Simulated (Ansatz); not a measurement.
# CdS (Greenockite) (P6_3mc) in Ansatz: further runs

One crystal, CdS (Greenockite), is run at these levels: BLYP+D4, PBE; tasks: relaxation of cell and atoms, single point.

All numbers are computed with Ansatz 0.2.0; they aren't measurements. Logs are shortened: lines on timing, memory, paths and dates and some standing lists are left out, and cuts for length are marked.

**Experimental background.**

“Isotope dependence of band-gap energy”, 2008, arxiv:0807.2152 quotes, for a bulk crystal of CdS: band gap 2.5809 ± 0.0002 eV.

The runs below are set against these values where they give the same quantity.

## Step 1: Starting point

The structure is hexagonal, space group P6_3mc (No. 186). Conventional cell: a = 4.150 Å, b = 4.150 Å, c = 6.737 Å, α = 90.00°, β = 90.00°, γ = 120.00°. Around Cd (site symmetry 3m) lie 4 S at 2.53 to 2.54 Å. S (site symmetry 3m) is surrounded by 4 Cd at 2.53 to 2.54 Å.

## Step 2: Relaxation of cell and atoms, BLYP+D4

File input.yaml:

```yaml
crystal:
  lattice:
    - [4.15, 0.0, 0.0]
    - [-2.075, 3.5940054257, 0.0]
    - [0.0, 0.0, 6.737]
  atoms:
    - { symbol: Cd, position: [0.6666666667, 0.3333333333, 0.5] }
    - { symbol: Cd, position: [0.3333333333, 0.6666666667, 0.0] }
    - { symbol: S, position: [0.6666666667, 0.3333333333, 0.875] }
    - { symbol: S, position: [0.3333333333, 0.6666666667, 0.375] }
hamiltonian:
  xc: blyp
  pseudopotentials: { kind: paw }
  dispersion: d4
kpoints:
  mp_grid: { grid: [7, 7, 4] }
scf:
  occupations: { method: fermi_dirac, width: 0.05 }
output:
  forces: true
  stress: true
relax:
  f_tol: 0.01
  max_steps: 40
  cell: { stress_tol: 0.05 }
```

Potentials or basis: Ansatz PAW.

Command:

```sh
$ ansatz run input.yaml --threads 2 --pin off --max-ram 5632MiB --backend cpu --events-out ev --progress --plain --runs-dir out
```

Output:

```text
Warning: RAYON_NUM_THREADS=2 ignored (pool sized by the plan → 2); use --threads N
Engine: ansatz 0.2.0, x86_64-unknown-linux-gnu
Pseudopotentials: kind: paw
Pseudopotential: Cd, paw, valence charge 20, recommended cutoff 420 eV (normal), Cd.paw.azcp
Pseudopotential: S, paw, valence charge 6, recommended cutoff 420 eV (normal), S.paw.azcp
Functional definition: BLYP
  parameter beta = 0.0042
  parameter a = 0.04918
  parameter b = 0.132
  parameter c = 0.2533
  parameter d = 0.349
  exchange = b88_x(beta = beta)
  correlation = lyp_c(a = a, b = b, c = c, d = d)
Crystal: 4 atoms, lattice volume = 100.483 Å³
Basis set: ecut = 420 eV, 1973 PW (Γ), exchange–correlation on 60×60×96 points (8 copies of the dense FFT grid, shifted against one another)
Bands: 32, of which v1, the nominal top of the filled ones, is band 26 counted from 1 (25 counted from 0)
Symmetry: 12 space group operations
Space group: P63mc (ITA 186), of the structure as read, at distance tolerance 4.6e-5 Å
k-points: 24 of 196 (time reversal used)
Non-local potential: Cd, projectors of the file, l = 0: 3, l = 1: 2, l = 2: 2, l = 3: 1
Non-local potential: S, projectors of the file, l = 0: 2, l = 1: 2, l = 2: 2
PAW form: soft (Blöchl's): semilocal exchange-correlation on the pseudo side does not see the compensation charge
PAW frozen core: Cd, regenerated for the run's functional, and the local potential with it (the file was generated under x = pbe(κ = 0.804, μ = 0.2195149727645171), c = pbe(β = 0.06672455060314922))
PAW frozen core: S, regenerated for the run's functional, and the local potential with it (the file was generated under x = pbe(κ = 0.804, μ = 0.2195149727645171), c = pbe(β = 0.06672455060314922))
PAW one-centre angular grid: Cd, 590 points (default); XC on 64 Gauss nodes
PAW one-centre angular grid: S, 110 points (default); XC on 64 Gauss nodes
Initial density: superposition of atomic densities (neutral atoms: chi_scale 0, normalization atom), corrected by the library's trained network
Initial wavefunctions: pseudopotential atomic-orbital guess
Functional: x = b88, c = lyp
SCF iter   1: F=—  HF=-18358.409457 eV  |F-HF|=—  |Δ(HF+E_count)|=         —  Δρ=5.65e-3  dr2=3.50e-2  ethr=1.77e-3  ⟨swp⟩=6.0  Hψ=3029  notcnv=0
preconditioner: auto → Resta (q_TF=auto, 2.445 Å⁻¹)  ε∞=4.6  [insulator: Δε(μ)=1.195 eV  Ē_g=11.661 eV  σ=0.050 eV  W_gap=1.00  n_scr=22 (ndim 8)  ℏωp=22.2 eV  f_vac=0.131  D(μ)=0.00/eV (n_scr^D=0)  ε∞_Penn≈4.6]
SCF iter   2: F=—  HF=-18358.400678 eV  |F-HF|=—  |Δ(HF+E_count)|=   8.78e-3  Δρ=2.11e-3  dr2=3.75e-3  ethr=6.73e-5  ⟨swp⟩=2.0  Hψ=1217  notcnv=0  defer=38
SCF iter   3: F=—  HF=-18358.399858 eV  |F-HF|=—  |Δ(HF+E_count)|=   8.21e-4  Δρ=6.26e-4  dr2=3.37e-4  ethr=7.20e-6  ⟨swp⟩=2.0  Hψ=1159  notcnv=0  defer=38
SCF iter   4: F=—  HF=-18358.399816 eV  |F-HF|=—  |Δ(HF+E_count)|=   4.14e-5  Δρ=9.28e-5  dr2=1.32e-5  ethr=6.47e-7  ⟨swp⟩=2.0  Hψ=1148  notcnv=0  defer=38
SCF iter   5: F=—  HF=-18358.399905 eV  |F-HF|=—  |Δ(HF+E_count)|=   8.92e-5  Δρ=4.28e-5  dr2=1.44e-6  ethr=2.53e-8  ⟨swp⟩=2.0  Hψ=1112  notcnv=0  defer=38
SCF iter   6: F=—  HF=-18358.399906 eV  |F-HF|=—  |Δ(HF+E_count)|=   7.45e-7  Δρ=1.29e-5  dr2=1.35e-7  ethr=2.76e-9  ⟨swp⟩=2.0  Hψ=1292  notcnv=0  defer=38
SCF iter   7: F=-18358.399906 eV  HF=-18358.399906 eV  |F-HF|=3.54e-9  |Δ(HF+E_count)|=  2.91e-10  Δρ=2.03e-6  dr2=5.44e-9  ethr=1.92e-10  ⟨swp⟩=4.0  Hψ=2398  notcnv=0
SCF 1 converged in 7 iterations: F = -18358.399906 eV  dr2 = 5.44e-9
relax step   1: F+E_penalty+E_count = -18358.39990612 eV  Δ(F+E_penalty+E_count) = +0.000e0 eV  max|allowed force component| = 6.352e-2 eV/Å  Δτ_max = 0.0000 Å  P = +0.992 GPa  Ω = 100.483 Å³  (7 SCF iters, dr2 threshold 1.00e-7 eV, accepted)
Crystal: 4 atoms, lattice volume = 102.232 Å³
Basis set: ecut = 420 eV, 1985 PW (Γ), exchange–correlation on 60×60×96 points (8 copies of the dense FFT grid, shifted against one another)
Initial density: handed on by an earlier stage of this run
Initial wavefunctions: those handed on with the density
iter 1 solved again at ethr=1.19e-6 eV; its pass at ethr=3.10e-3 eV (dr2=6.17e-4 eV) is discarded
SCF iter   1: F=—  HF=-18358.406106 eV  |F-HF|=—  |Δ(HF+E_count)|=         —  Δρ=6.34e-4  dr2=6.75e-4  ethr=1.19e-6  ⟨swp⟩=3.3  Hψ=3927  notcnv=0
preconditioner: auto → Resta (q_TF=auto, 2.438 Å⁻¹)  ε∞=4.6  [insulator: Δε(μ)=1.077 eV  Ē_g=11.586 eV  σ=0.050 eV  W_gap=1.00  n_scr=22 (ndim 8)  ℏωp=22.0 eV  f_vac=0.144  D(μ)=0.00/eV (n_scr^D=0)  ε∞_Penn≈4.6]
SCF iter   2: F=—  HF=-18358.405928 eV  |F-HF|=—  |Δ(HF+E_count)|=   1.78e-4  Δρ=2.85e-4  dr2=1.45e-4  ethr=1.19e-6  ⟨swp⟩=2.0  Hψ=910  notcnv=0
SCF iter   3: F=—  HF=-18358.405952 eV  |F-HF|=—  |Δ(HF+E_count)|=   2.36e-5  Δρ=1.00e-4  dr2=1.66e-5  ethr=2.79e-7  ⟨swp⟩=2.0  Hψ=916  notcnv=0
SCF iter   4: F=—  HF=-18358.405952 eV  |F-HF|=—  |Δ(HF+E_count)|=   6.84e-8  Δρ=3.98e-5  dr2=1.46e-6  ethr=3.19e-8  ⟨swp⟩=3.0  Hψ=1368  notcnv=0
SCF iter   5: F=-18358.405952 eV  HF=-18358.405952 eV  |F-HF|=1.01e-7  |Δ(HF+E_count)|=   3.54e-8  Δρ=1.12e-5  dr2=1.14e-7  ethr=7.69e-10  ⟨swp⟩=4.0  Hψ=2534  notcnv=0
SCF 2 converged in 5 iterations: F = -18358.405952 eV  dr2 = 1.14e-7
relax step   2: F+E_penalty+E_count = -18358.40595174 eV  Δ(F+E_penalty+E_count) = -6.046e-3 eV  max|allowed force component| = 1.563e-2 eV/Å  Δτ_max = 0.0005 Å  P = -0.021 GPa  Ω = 102.232 Å³  energy of the carried Pulay correction = -3.046e-4 eV  (5 SCF iters, dr2 threshold 4.00e-7 eV, accepted)
Crystal: 4 atoms, lattice volume = 102.201 Å³
iter 1 solved again at ethr=5.34e-9 eV; its pass at ethr=3.10e-3 eV (dr2=2.78e-6 eV) is discarded
SCF iter   1: F=—  HF=-18358.405956 eV  |F-HF|=—  |Δ(HF+E_count)|=         —  Δρ=5.73e-5  dr2=2.43e-6  ethr=5.34e-9  ⟨swp⟩=2.8  Hψ=3540  notcnv=0
preconditioner: auto → Resta (q_TF=auto, 2.438 Å⁻¹)  ε∞=4.6  [insulator: Δε(μ)=1.086 eV  Ē_g=11.589 eV  σ=0.050 eV  W_gap=1.00  n_scr=22 (ndim 8)  ℏωp=22.0 eV  f_vac=0.142  D(μ)=0.00/eV (n_scr^D=0)  ε∞_Penn≈4.6]
SCF iter   2: F=—  HF=-18358.406003 eV  |F-HF|=—  |Δ(HF+E_count)|=   4.66e-5  Δρ=2.84e-5  dr2=5.26e-7  ethr=4.66e-9  ⟨swp⟩=2.0  Hψ=1126  notcnv=0
SCF iter   3: F=—  HF=-18358.406003 eV  |F-HF|=—  |Δ(HF+E_count)|=   4.26e-8  Δρ=5.53e-6  dr2=2.58e-8  ethr=1.01e-9  ⟨swp⟩=2.2  Hψ=1136  notcnv=0
SCF iter   4: F=-18358.406003 eV  HF=-18358.406003 eV  |F-HF|=4.58e-10  |Δ(HF+E_count)|=   9.08e-9  Δρ=1.14e-6  dr2=1.68e-9  ethr=2.93e-11  ⟨swp⟩=4.0  Hψ=2425  notcnv=0
SCF 3 converged in 4 iterations: F = -18358.406003 eV  dr2 = 1.68e-9
relax step   3: F+E_penalty+E_count = -18358.40600268 eV  Δ(F+E_penalty+E_count) = -5.093e-5 eV  max|allowed force component| = 5.599e-3 eV/Å  Δτ_max = 0.0007 Å  P = -0.004 GPa  Ω = 102.201 Å³  energy of the carried Pulay correction = -2.992e-4 eV  (4 SCF iters, dr2 threshold 1.53e-8 eV, accepted)
Initial wavefunctions: pseudopotential atomic-orbital guess (no wavefunctions were taken with the density)
iter 1 solved again at ethr=1.27e-7 eV; its pass at ethr=3.10e-3 eV (dr2=6.61e-5 eV) is discarded
SCF iter   1: F=—  HF=-18358.406235 eV  |F-HF|=—  |Δ(HF+E_count)|=         —  Δρ=3.22e-5  dr2=1.80e-7  ethr=1.27e-7  ⟨swp⟩=3.0  Hψ=5069  notcnv=0
SCF iter   2: F=—  HF=-18358.406303 eV  |F-HF|=—  |Δ(HF+E_count)|=   6.78e-5  Δρ=1.47e-5  dr2=4.59e-8  ethr=3.47e-10  ⟨swp⟩=2.0  Hψ=1392  notcnv=0
SCF iter   3: F=—  HF=-18358.406303 eV  |F-HF|=—  |Δ(HF+E_count)|=   2.12e-7  Δρ=4.12e-6  dr2=3.50e-9  ethr=8.83e-11  ⟨swp⟩=2.8  Hψ=1178  notcnv=0
SCF iter   4: F=—  HF=-18358.406303 eV  |F-HF|=—  |Δ(HF+E_count)|=   1.31e-8  Δρ=3.80e-7  dr2=6.44e-11  ethr=6.74e-12  ⟨swp⟩=2.4  Hψ=1187  notcnv=0
SCF iter   5: F=-18358.406303 eV  HF=-18358.406303 eV  |F-HF|=1.46e-11  |Δ(HF+E_count)|=  5.09e-11  Δρ=9.47e-8  dr2=8.43e-12  ethr=1.00e-12  ⟨swp⟩=4.0  Hψ=2382  notcnv=0
SCF 4 converged in 5 iterations: F = -18358.406303 eV  dr2 = 8.43e-12
relax step   4: F+E_penalty+E_count = -18358.40630337 eV  Δ(F+E_penalty+E_count) = -3.007e-4 eV  max|allowed force component| = 5.614e-3 eV/Å  Δτ_max = 0.0000 Å  P = -0.006 GPa  Ω = 102.201 Å³  stress off target by 1.42e-2 GPa  SCF on the basis re-selected at this cell (its energy is not comparable with the rows above)  (5 SCF iters)
basis re-selected at this cell: Δ(F+E_penalty+E_count) = -3.007e-4 eV, ΔP = -0.002 GPa vs the last step (what re-selecting the basis moved, of the pressure what is left beyond the Pulay correction that the steps carried, after the strain that the cell walked since its last selection, with what the two solves' SCF thresholds leave and, on support functions, any second-order correction that the steps lacked; it is no measure of the basis error at this ecutwfc). This SCF's stress stands 1.42e-2 GPa from its target on what of the cell is left free (relax.cell.stress_tol is 5.00e-2 GPa) and its largest allowed force component is 5.61e-3 eV/Å (relax.f_tol is 1.00e-2 eV/Å): within both
SCF converged after 5 iterations
Free energy (F): -18358.406303 eV
Harris-Foulkes:  -18358.406303 eV  (|F-HF|=1.46e-11)
Internal energy: -18358.406303 eV  (E = F + TS)
E sigma→0 (E₀):  -18358.406303 eV
Entropy (-TS):   -0.000000 eV (-0.000 meV/atom)
Fermi energy:    7.440144 eV
--- Per-component energies (eV) ---
  E_band       = -1013.564693
  E_kinetic    = 1226.039401
  E_local      = -8120.550957  (includes V_loc(G=0)·N_el)
  E_nonlocal   = 120.153471
  E_hartree    = 3726.671386
  E_xc         = -542.556692
  E_vxc        = -608.358461  (∫ρ·V_xc dr)
  E_paw        = -9413.753634  (= ΣΔE_a)
  E_vpaw       = -1084.191002  (= ΣTr[D̂ρ^β])
  E_aug_tail   = 0.000030  (compensation charges beyond the density's cutoff)
  E_ewald      = -5352.331680
  E_disp       = -2.274185  (pairwise vdW)
  E_core_change = 0.196556  (= ΣΔE_core)
  E_smearing   = -0.000000  (= −TS)
  E_closure    = 0.000000  (closes the sum)
  Σ components = -18358.406303   (vs F -18358.406303, Δ=0.00e0)
--- Forces (eV/Å), atoms counted from 1 ---
  atom   1  Cd     0.00000000    -0.00000000    -0.00561028
  atom   2  Cd    -0.00000000     0.00000000    -0.00561028
  atom   3  S     -0.00000000    -0.00000000     0.00561766
  atom   4  S     -0.00000000     0.00000000     0.00561766
  max |Σ_I F_I| component: 1.47e-5 eV/Å
--- Stress (GPa, compression-positive) ---
       -0.014159      -0.000000       0.000000
        0.000000      -0.014159       0.000000
        0.000000       0.000000       0.011376
  P = ⅓ Tr σ = -0.0056 GPa (-0.056 kbar)
--- Relaxed structure (3 steps of the walk, 3 accepted, 1 SCFs on fresh bases) ---
  F+E_penalty+E_count = -18358.40630337 eV   max|allowed force component| = 5.614e-3 eV/Å   (the final SCF, on the basis selected at the relaxed cell)
  cell:  # Å, volume = 102.2009 Å³
    - [4.1642504719392015, -4.5845092901196465e-34, 8.32307218916665e-18]
    - [-2.0821252359696008, 3.606346696420686, -4.161536094583324e-18]
    - [1.3511454780351318e-17, -1.4884741728944265e-33, 6.805349052501996]
  atoms:
    - { symbol: Cd, position: [0.6666666666666666, 0.33333333333333326, 0.4999598240273456] }
    - { symbol: Cd, position: [0.33333333333333326, 0.6666666666666665, -4.0175972654446664e-5] }
    - { symbol: S, position: [0.6666666666666666, 0.33333333333333326, 0.8750401759726545] }
    - { symbol: S, position: [0.33333333333333326, 0.6666666666666665, 0.37504017597265443] }
```

Wall time 31 s (2 threads of Intel Xeon at 2.50GHz (Skylake/Cascade Lake), shared host); peak memory 0.39 GiB.

Results:

```yaml
Free_energy: -18358.4063 eV
Relaxed_volume: 25.55 Å³/atom
Relaxed_cell: a = 4.164 Å, b = 4.164 Å, c = 6.805 Å, α = 90.00°, β = 90.00°, γ = 120.00°
Space_group_after_relaxing_to_0.05_Å: P6_3mc (No. 186)
Energy_gained_by_relaxing: 1.6 meV/atom
Ionic_steps: 4
Pressure_after_relaxing: 0.0 GPa
Largest_force_after_relaxing: 0.006 eV/Å
Band_gap_on_the_k_mesh: 1.09 eV
```

Forces in eV/Å, atoms in the order of the input:
```
Cd   0.000  0.000 -0.006
Cd   0.000  0.000 -0.006
S    0.000  0.000  0.006
S    0.000  0.000  0.006
```

Step by step:
| step | energy change (eV) | largest force (eV/Å) | volume (Å³) |
| --- | --- | --- | --- |
| 1 | 0.0000 | 0.0635 | 100.48 |
| 2 | -0.0060 | 0.0156 | 102.23 |
| 3 | -0.0061 | 0.0056 | 102.20 |
| 4 | -0.0064 | 0.0056 | 102.20 |

Final structure:
```
Cd S
1.0
     4.16425    0.00000    0.00000
    -2.08213    3.60635    0.00000
     0.00000    0.00000    6.80535
Cd S
2 2
Cartesian
  2.0821 1.2021 3.4024
  0.0000 2.4042 -0.0003
  2.0821 1.2021 5.9550
  0.0000 2.4042 2.5523
```

Caveat: odd divisions of the mesh miss points on the zone boundary, where band edges often lie, so the gap on the mesh can be too wide; the plane-wave basis is chosen anew once the cell has moved, so the energies of steps on either side of that aren't comparable; the PAW data sets come from PBE, with cores solved anew for the run's functional, which leaves a small shift of forces and pressure. A k mesh can miss the band edges.

## Step 3: Single point, PBE

input.yaml, as its differences from that of step 2:

```diff
@@ -11,5 +11,4 @@
 hamiltonian:
-  xc: blyp
+  xc: pbe
   pseudopotentials: { kind: paw }
-  dispersion: d4
 kpoints:
@@ -17,3 +16,3 @@
 scf:
-  occupations: { method: fermi_dirac, width: 0.05 }
+  occupations: { method: gaussian, width: 0.029 }
 output:
@@ -21,5 +20,2 @@
   stress: true
-relax:
-  f_tol: 0.01
-  max_steps: 40
-  cell: { stress_tol: 0.05 }
+  eigenvalues: true
```

Potentials or basis: Ansatz PAW.

Command:

```sh
$ ansatz run input.yaml --threads 2 --pin off --max-ram 5632MiB --backend cpu --events-out ev --progress --plain --runs-dir out
```

Run time: 6.8 s. Hardware: 2 threads of Intel Xeon at 2.50GHz (Skylake/Cascade Lake), shared host; peak memory 0.37 GiB.

The run converged. Its results:

* Free energy: -18315.6378 eV
* Pressure: 2.1 GPa
* Largest force: 0.068 eV/Å
* Band gap on the k mesh: 1.20 eV, direct

Forces on the atoms (eV/Å):
```
Cd   0.000  0.000 -0.068
Cd   0.000  0.000 -0.068
S    0.000  0.000  0.068
S    0.000  0.000  0.068
```

Stress tensor (GPa, compression positive):
```
1.86 0.00 0.00
0.00 1.86 0.00
0.00 0.00 2.50
```

Levels at points of the mesh, in eV from the valence-band top:
```tsv
k point	band 23	band 24	band 25	band 26	band 27	band 28	band 29	band 30
(0.00, 0.00, 0.00)	-0.76	-0.04	0.00	0.00	1.20	2.79	6.46	6.46
(0.00, 0.00, -0.50)	-0.39	-0.39	-0.39	-0.39	2.84	2.84	6.17	6.17
```

Caveat: odd divisions of the mesh miss points on the zone boundary, where band edges often lie, so the gap on the mesh can be too wide.

## Step 4: How close it comes

Step 3. Measured gap of CdS: 2.5809 eV (quoted in “Isotope dependence of band-gap energy”, 2008, arxiv:0807.2152). This calculation gives 1.20 eV (-1.38 eV). So large a miss can be the level of theory's own, or it may mean another phase, state or a wrong row. Spin-orbit coupling on Cd is left out. The value is that of PBE, without temperature or zero-point motion. Semilocal functionals fall short of measured gaps as a rule.
